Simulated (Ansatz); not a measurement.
Wanted: the native input for an Ansatz 0.2.0 run.

- Task: band structure
- Functional: LDA
- Potentials or basis: Ansatz PAW
- Cutoff: 420 eV (not typed: the program's choice for these potentials)
- k mesh: 7 × 7 × 7
- Occupations: fermi-dirac, width 0.05 eV
- Spin: no spin polarisation
- Path: [["G", "X", "M", "G", "R", "X"], ["M", "R"]]
- Points for each segment of the path: 14

PbS:

```
Pb S
1.0
     3.65366    0.00000    0.00000
     0.00000    3.65366    0.00000
     0.00000    0.00000    3.65366
Pb S
1 1
Direct
  0.00000 0.00000 0.00000
  0.50000 0.50000 0.50000
```

Measurements of this composition are mostly on another form, of space group No. 225.

The input as run:

input.yaml

```yaml
crystal:
  lattice:
    - [3.653659, 0.0, 0.0]
    - [0.0, 3.653659, 0.0]
    - [0.0, 0.0, 3.653659]
  atoms:
    - { symbol: Pb, position: [0.0, 0.0, 0.0] }
    - { symbol: S, position: [0.5, 0.5, 0.5] }
hamiltonian:
  xc: lda
  pseudopotentials: { kind: paw }
kpoints:
  mp_grid: { grid: [7, 7, 7] }
  band_path:
    path:
      - [[0.0, 0.0, 0.0], [0.0, 0.5, 0.0], [0.5, 0.5, 0.0], [0.0, 0.0, 0.0], [0.5, 0.5, 0.5], [0.0, 0.5, 0.0]]
      - [[0.5, 0.5, 0.0], [0.5, 0.5, 0.5]]
    npoints: 14
scf:
  occupations: { method: fermi_dirac, width: 0.05 }
  n_extra_bands: 6
output:
  forces: true
  stress: true
  eigenvalues: true
  fatbands: true
```

Potentials or basis: Ansatz PAW.

Command:

```bash
$ ansatz run input.yaml --threads 2 --pin off --max-ram 5632MiB --backend cpu --events-out ev --progress --plain --runs-dir out
```

Results of the run:

* Pressure: -5.3 GPa
* Band gap on the k mesh: none (metal or under the smearing width)

Caveat: spin-orbit coupling is left out, which moves the levels of the heavy elements; the PAW data sets come from PBE, with cores solved anew for the run's functional, which leaves a small shift of forces and pressure.

It took 2.7 s on 2 threads of Intel(R) Xeon(R) Processor @ 2.70GHz (shared host), peak memory 0.32 GiB.
